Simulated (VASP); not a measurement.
# SnO (P4/nmm) in VASP: further runs, part 2 of 3

VASP 6.6.1.

### 3 Band structure, PBE0

The input, POSCAR:

```
SnO                                     
1.0
    3.8353841591      0.0000000000      0.0000000000
    0.0000000000      3.8353841591      0.0000000000
    0.0000000000      0.0000000000      4.7280509425
  Sn              O             
     2     2
Direct
     0.5000000000000000    0.0000000000000000    0.2459634789621177
     0.0000000000000000    0.5000000000000000    0.7540365210378823
     0.0000000000000000    0.0000000000000000    0.0000000000000000
     0.5000000000000000    0.5000000000000000    0.0000000000000000
```

The input, INCAR.step1:

```
ALGO = Normal ; EDIFF = 1E-5
ENCUT = 520 ; GGA = PE
ISIF = 2 ; ISMEAR = 0
KPAR = 4 ; LASPH = True
LCHARG = False ; LREAL = False
LWAVE = True ; NBANDS = 28
NELM = 80 ; PREC = Accurate
SIGMA = 0.03
```

The input, INCAR.step2:

```
AEXX = 0.25 ; ALGO = Normal
EDIFF = 1E-7 ; ENCUT = 520
GGA = PE ; HFRCUT = -1
ISIF = 2 ; ISMEAR = 0
ISTART = 1 ; KPAR = 4
LASPH = True ; LCHARG = False
LHFCALC = True ; LREAL = False
LWAVE = False ; NBANDS = 28
NELM = 80 ; PREC = Accurate
PRECFOCK = Fast ; SIGMA = 0.03
```

The input, KPOINTS:

```
k-points
0
Gamma
  4 4 4
```

The input, KPOINTS_OPT:

```
explicit points
6
Reciprocal
 0.0000000000  0.0000000000  0.0000000000 1
 0.5000000000  0.5000000000  0.5000000000 1
 0.5000000000  0.5000000000  0.0000000000 1
 0.0000000000  0.5000000000  0.5000000000 1
 0.0000000000  0.5000000000  0.0000000000 1
 0.0000000000  0.0000000000  0.5000000000 1
```

Potentials or basis: VASP PAW PBE potentials, release 64 (Sn_d, O).

Run with:

```
$ cat potpaw_PBE.64/Sn_d/POTCAR potpaw_PBE.64/O/POTCAR > POTCAR
$ cp INCAR.step1 INCAR
$ mpirun -np 4 vasp_std > vasp.out
$ cp INCAR.step2 INCAR
$ mpirun -np 4 vasp_std > vasp.out
```

OUTCAR:

```text
AEXX = 0.25
   EDIFF = 1E-7
   ENCUT = 520
   GGA = PE
   ISIF = 2
   ISMEAR = 0
   ISTART = 1
   LASPH = True
   LHFCALC = True
   LREAL = False
   NELM = 80
   PREC = Accurate
   PRECFOCK = Fast

 ion  position               nearest neighbor table
   1  0.500  0.000  0.246-   3 2.24   4 2.24   4 2.24   3 2.24   2 3.57   2 3.57   2 3.57   2 3.57
                             2 3.62   2 3.62   2 3.62   2 3.62
   2  0.000  0.500  0.754-   3 2.24   4 2.24   3 2.24   4 2.24   1 3.57   1 3.57   1 3.57   1 3.57
                             1 3.62   1 3.62   1 3.62   1 3.62
   3  0.000  0.000  0.000-   1 2.24   2 2.24   2 2.24   1 2.24
   4  0.500  0.500  0.000-   1 2.24   2 2.24   1 2.24   2 2.24

  LATTYP: Found a simple tetragonal cell.
 ALAT       =     3.8353841591
 C/A-ratio  =     1.2327450775

  Lattice vectors:

 A1 = (   3.8353841591,   0.0000000000,   0.0000000000)
 A2 = (   0.0000000000,   3.8353841591,   0.0000000000)
 A3 = (   0.0000000000,   0.0000000000,   4.7280509425)

Analysis of symmetry for initial positions (statically):
=====================================================================
 Subroutine PRICEL returns:
 Original cell was already a primitive cell.

 Routine SETGRP: Setting up the symmetry group for a
 simple tetragonal supercell.

 Subroutine GETGRP returns: Found 16 space group operations
 (whereof  8 operations were pure point group operations)
 out of a pool of 16 trial point group operations.

The static configuration has the point symmetry D_2d.
 The point group associated with its full space group is D_4h.

Analysis of symmetry for dynamics (positions and initial velocities):
=====================================================================
 Subroutine PRICEL returns:
 Original cell was already a primitive cell.

 Routine SETGRP: Setting up the symmetry group for a
 simple tetragonal supercell.

 Subroutine GETGRP returns: Found 16 space group operations
 (whereof  8 operations were pure point group operations)
 out of a pool of 16 trial point group operations.

The dynamic configuration has the point symmetry D_2d.
 The point group associated with its full space group is D_4h.

 Subroutine INISYM returns: Found 16 space group operations
 (whereof  8 operations are pure point group operations),
 and found     1 'primitive' translations

----------------------------------------------------------------------------------------

                                     Primitive cell

  volume of cell :      69.5504

  direct lattice vectors                    reciprocal lattice vectors
     3.835384159  0.000000000  0.000000000     0.260730075  0.000000000  0.000000000
     0.000000000  3.835384159  0.000000000     0.000000000  0.260730075  0.000000000
     0.000000000  0.000000000  4.728050943     0.000000000  0.000000000  0.211503643

  length of vectors
     3.835384159  3.835384159  4.728050943     0.260730075  0.260730075  0.211503643

  position of ions in fractional coordinates (direct lattice)
     0.500000000  0.000000000  0.245963479
[... 41 lines left out ...]
  0.500000  0.000000  0.000000      2.000000
  0.250000  0.250000  0.000000      4.000000
  0.500000  0.250000  0.000000      4.000000
  0.500000  0.500000  0.000000      1.000000
[... 10 lines left out ...]
  0.500000  0.250000  0.500000      4.000000
  0.500000  0.500000  0.500000      1.000000
   k-points           NKPTS =     18   k-points in BZ     NKDIM =     64   number of bands    NBANDS=     28
   number of dos      NEDOS =    301   number of ions     NIONS =      4
   total plane-waves  NPLWV =  32400
   dimension x,y,z NGX =    30 NGY =   30 NGZ =   36
   dimension x,y,z NGXF=    60 NGYF=   60 NGZF=   72
   ions per type =               2   2
   NGX,Y,Z   is equivalent  to a cutoff of  13.00, 13.00, 12.66 a.u.
   NGXF,Y,Z  is equivalent  to a cutoff of  26.01, 26.01, 25.32 a.u.
 SYSTEM =  unknown system
   PREC   = accura    normal or accurate (medium, high low for compatibility)
   ISTART =      1    job   : 0-new  1-cont  2-samecut
   ICHARG =      0    charge: 1-file 2-atom 10-const
   ISPIN  =      1    spin polarized calculation?
   LNONCOLLINEAR =      F non collinear calculations
   LSORBIT =      F    spin-orbit coupling
   LASPH  =      T    aspherical Exc in radial PAW
   ENCUT  =  520.0 eV  38.22 Ry    6.18 a.u.   7.13  7.13  8.79*2*pi/ulx,y,z
   NELM   =     80;   NELMIN=  2; NELMDL=  0     # of ELM steps
   EDIFF  = 0.1E-06   stopping-criterion for ELM
   LREAL  =      F    real-space projection
   EDIFFG = 0.1E-05   stopping-criterion for IOM
   NSW    =      0    number of steps for IOM
   IBRION =     -1    ionic relax: 0-MD 1-quasi-New 2-CG
   NFREE  =      0    steps in history (QN), initial steepest desc. (CG)
   ISIF   =      2    stress and relaxation
   ISYM   =      3    0-nonsym 1-usesym 2-fastsym
   POTIM  = 0.5000    time-step for ionic-motion
   TEBEG  =    0.0;   TEEND  =   0.0 temperature during run
   PSTRESS=    0.0 pullay stress
   NELECT =      40.0000    total number of electrons
   NUPDOWN=      -1.0000    fix difference up-down
   EMIN   =  10.00;   EMAX   =-10.00  energy-range for DOS
   EFERMI =   0.00;   METHOD = LEGACY
   ISMEAR =     0;   SIGMA  =   0.03  broadening in eV -4-tet -1-fermi 0-gaus
   EFERMI_NEDOS =   21; number of points for ismear=-14 and -15
   IALGO  =     38    algorithm
   IMIX   =      1    mixing-type and parameters
     AMIX     =   0.40;   BMIX     =  1.00
     AMIX_MAG =   1.60;   BMIX_MAG =  1.00
  volume/ion in A,a.u.               =      17.39       117.34
  Fermi-wavevector in a.u.,A,eV,Ry     =   1.361429  2.572727 25.218232  1.853488
  Thomas-Fermi vector in A             =   2.488005
   LORBIT       =      0    0 simple, 1 ext, 2 COOP (PROOUT), +10 PAW based schemes
   GGA     = PE    functional components
   LHFCALC =     T    Hartree Fock is set to
   PRECFOCK=fast      Normal, Fast or Accurate (Low or Medium for compatibility)
   ENCUT4O =  -1.0   cutoff for four orbital integrals eV
   NKREDX  =     1    reduce k-point grid by
   NKREDY  =     1    reduce k-point grid by
   NKREDZ  =     1    reduce k-point grid by
   AEXX    =    0.2500 exact exchange contribution
   HFSCREEN=    0.0000 screening length (either q_TF or 0.3 A-1)
   HFSCREENC=   0.0000 screening length for correlation (either q_TF or 0.3 A-1)
   ENCUTFOCK=  -1.0 apply spherical cutoff to Coloumb kernel
   IVDW    =     0    specifies the selected vdW correction
   LEPSILON=     F    determine dielectric tensor
   LRPA    =     F    only Hartree local field effects (RPA)
 non-spin polarized calculation
 Gauss-broadening in eV      SIGMA  =   0.03
  energy-cutoff  :      520.00
  volume of cell :       69.55
 maximum number of plane-waves:      1912
 NGX is ok and might be reduce to    30
  NGX = 16; NGY = 16; NGZ = 20

 number of electron      40.0000015 magnetization

 Free energy of the ion-electron system (eV)
  ---------------------------------------------------
  ext. energy  EPLUGINS =         0.00000000
  ---------------------------------------------------
  free energy    TOTEN  =       -30.06331449 eV

  energy without entropy =      -30.06331449  energy(sigma->0) =      -30.06331449

 E-fermi :   6.9065     XC(G=0):  -8.1383

 val. band max:        6.6683222861   @ k =   0.0000   0.0000   0.0000
 cond. band min:       7.5521570169   @ k =   0.5000   0.5000   0.0000
 fundamental gap:      0.8838347308
 Fermi energy:         6.9065168909

 k-point     1 :       0.0000    0.0000    0.0000
  band No.  band energies     occupation
      1     -17.7084      2.00000
      2     -17.2505      2.00000
      3     -17.2431      2.00000
      4     -17.2431      2.00000
      5     -17.1975      2.00000
      6     -17.1809      2.00000
[... 547 lines left out ...]
     27      18.8778      0.00000
     28      18.8778      0.00000

------------------------ aborting loop because EDIFF is reached ----------------------------------------

  FORCE on cell =-STRESS in cart. coord.  units (eV):
  Direction    XX          YY          ZZ          XY          YZ          ZX
  --------------------------------------------------------------------------------------
  -------------------------------------------------------------------------------------
  Total       -1.1782811     -1.1782811     -0.5910048      0.0000000      0.0000000      0.0000000
  in kB      -27.1431104    -27.1431104    -13.6145000      0.0000000      0.0000000      0.0000000
  external PRESSURE =     -22.6335736 kB  Pullay stress =       0.0000000 kB

 VOLUME and BASIS-vectors are now :
 -----------------------------------------------------------------------------
  energy-cutoff  :      520.00
  volume of cell :       69.55
      direct lattice vectors                 reciprocal lattice vectors
     3.835384159  0.000000000  0.000000000     0.260730075  0.000000000  0.000000000
     0.000000000  3.835384159  0.000000000     0.000000000  0.260730075  0.000000000
     0.000000000  0.000000000  4.728050943     0.000000000  0.000000000  0.211503643

 POSITION                                       TOTAL-FORCE (eV/Angst)
 -----------------------------------------------------------------------------------
      1.91769      0.00000      1.16293         0.000000     -0.000000     -0.673379
      0.00000      1.91769      3.56512         0.000000      0.000000      0.673379
      0.00000      0.00000      0.00000         0.000000      0.000000      0.000000
      1.91769      1.91769      0.00000         0.000000     -0.000000      0.000000
 -----------------------------------------------------------------------------------
    total drift:                               -0.000000     -0.000000     -0.000000

  FREE ENERGIE OF THE ION-ELECTRON SYSTEM (eV)
  ---------------------------------------------------
  free  energy   TOTEN  =       -30.0633144874 eV

  energy  without entropy=      -30.0633144874  energy(sigma->0) =      -30.06331449
```

Wall time 15 min (4 MPI ranks of Intel Xeon Platinum 8559C (Emerald Rapids), shared host); peak memory 0.25 GiB.

What came out:

| Quantity | Value |
| --- | --- |
| Free energy | -30.0633 eV |
| Pressure | -2.3 GPa |
| Largest force | 0.673 eV/Å |
| Band gap on the k mesh | 0.88 eV, indirect (least direct gap 3.16 eV) |
| Band gap along the path | 0.88 eV, indirect (least direct gap 3.16 eV) |

Forces in eV/Å, atoms in the order of the input:
```
Sn   0.000  0.000 -0.673
Sn   0.000  0.000  0.673
O    0.000  0.000  0.000
O    0.000  0.000  0.000
```

Caveat: the PAW data sets were made with another functional, which shifts forces and pressure a little; spin-orbit coupling is left out, which moves the levels of the heavy elements.

### 4 Band structure, PBE+D3(BJ)

The input, INCAR:

```
SYSTEM = SnO
ALGO = Fast
EDIFF = 1E-6
ENCUT = 520
GGA = PE
ICORELEVEL = 1
ISIF = 2
ISMEAR = 0
IVDW = 12
LASPH = .True.
LCHARG = .False.
LREAL = .False.
LWAVE = .False.
NBANDS = 28
NELM = 80
PREC = Accurate
SIGMA = 0.03
```

The input, KPOINTS:

```
k-points
0
Gamma
  8 8 6
  0 0 0
```

The input, POSCAR:

```
SnO                                     
1.0
    3.8353842621      0.0000000000      0.0000000000
    0.0000000000      3.8353842621      0.0000000000
    0.0000000000      0.0000000000      4.7280501015
  Sn              O             
     2     2
Direct
     0.5000000000000000    0.0000000000000000    0.2459635184974900
     0.0000000000000000    0.5000000000000000    0.7540364815025100
     0.0000000000000000    0.0000000000000000    0.0000000000000000
     0.5000000000000000    0.5000000000000000    0.0000000000000000
```

The input, KPOINTS_OPT:

```
explicit points
141
Reciprocal
 0.0000000000  0.0000000000  0.0000000000 1
 0.0000000000  0.0357142857  0.0000000000 1
 0.0000000000  0.0714285714  0.0000000000 1
 0.0000000000  0.1071428571  0.0000000000 1
 0.0000000000  0.1428571429  0.0000000000 1
 0.0000000000  0.1785714286  0.0000000000 1
[... 133 lines left out ...]
 0.0000000000  0.5000000000  0.0000000000 1
 0.0000000000  0.0000000000  0.5000000000 1
```

Run with:

```
$ cat potpaw_PBE.64/Sn_d/POTCAR potpaw_PBE.64/O/POTCAR > POTCAR
$ mpirun -np 1 vasp_std > vasp.out
```

It took 1.7 min on 1 thread of Intel Xeon 6975P-C (Granite Rapids), shared host; peak memory 0.3 GiB.

It converged, with:

| Quantity | Value |
| --- | --- |
| Free energy | -23.6286 eV |
| Pressure | 0.1 GPa |
| Largest force | 0.003 eV/Å |
| Band gap along the path | none (metal or under the smearing width) |
| Dispersion energy per atom | -0.237 eV |

Forces in eV/Å, atoms in the order of the input:
```
Sn   0.000  0.000 -0.003
Sn   0.000  0.000  0.003
O    0.000  0.000  0.000
O    0.000  0.000  0.000
```

Stress tensor (GPa, compression positive):
```
0.03 0.00 0.00
0.00 0.03 0.00
0.00 0.00 0.11
```

Levels at the corners of the path, in eV from the Fermi level:
| point | band 17 | band 18 | band 19 | band 20 | band 21 | band 22 | band 23 | band 24 |
| --- | --- | --- | --- | --- | --- | --- | --- | --- |
| Γ | -3.33 | -3.03 | -3.03 | 0.01 | 2.21 | 4.48 | 4.48 | 4.80 |
| X | -4.67 | -4.67 | -2.69 | -2.69 | 3.33 | 3.33 | 5.78 | 5.78 |
| X | -4.67 | -4.67 | -2.69 | -2.69 | 3.33 | 3.33 | 5.78 | 5.78 |
| M | -2.38 | -2.38 | -1.86 | -1.86 | -0.06 | -0.06 | 4.56 | 4.56 |
| M | -2.38 | -2.38 | -1.86 | -1.86 | -0.06 | -0.06 | 4.56 | 4.56 |
| Γ | -3.33 | -3.03 | -3.03 | 0.01 | 2.21 | 4.48 | 4.48 | 4.80 |
| Γ | -3.33 | -3.03 | -3.03 | 0.01 | 2.21 | 4.48 | 4.48 | 4.80 |
| Z | -3.04 | -3.04 | -2.94 | -2.07 | 1.75 | 2.76 | 2.76 | 3.54 |
| Z | -3.04 | -3.04 | -2.94 | -2.07 | 1.75 | 2.76 | 2.76 | 3.54 |
| R | -4.62 | -4.62 | -1.67 | -1.67 | 2.74 | 2.74 | 5.24 | 5.24 |
| R | -4.62 | -4.62 | -1.67 | -1.67 | 2.74 | 2.74 | 5.24 | 5.24 |
| A | -2.77 | -2.77 | -2.38 | -2.38 | 2.32 | 2.32 | 4.30 | 4.30 |
| A | -2.77 | -2.77 | -2.38 | -2.38 | 2.32 | 2.32 | 4.30 | 4.30 |
| Z | -3.04 | -3.04 | -2.94 | -2.07 | 1.75 | 2.76 | 2.76 | 3.54 |
| X | -4.67 | -4.67 | -2.69 | -2.69 | 3.33 | 3.33 | 5.78 | 5.78 |
| R | -4.62 | -4.62 | -1.67 | -1.67 | 2.74 | 2.74 | 5.24 | 5.24 |
| M | -2.38 | -2.38 | -1.86 | -1.86 | -0.06 | -0.06 | 4.56 | 4.56 |
| A | -2.77 | -2.77 | -2.38 | -2.38 | 2.32 | 2.32 | 4.30 | 4.30 |

Core levels (eV, on the scale of the bands):
| atom | levels |
| --- | --- |
| 1 Sn | 1s -28995.6, 2s -4367.0, 2p -3918.7, 3s -833.3, 3p -686.9, 3d -461.6, 4s -122.3, 4p -78.1 |
| 2 Sn | 1s -28995.6, 2s -4367.0, 2p -3918.7, 3s -833.3, 3p -686.9, 3d -461.6, 4s -122.3, 4p -78.1 |
| 3 O | 1s -499.2 |
| 4 O | 1s -499.2 |

Caveat: spin-orbit coupling is left out, which moves the levels of the heavy elements; pairwise dispersion overbinds metals, which lowers pressure and volume.

[end of part 2 of 3]
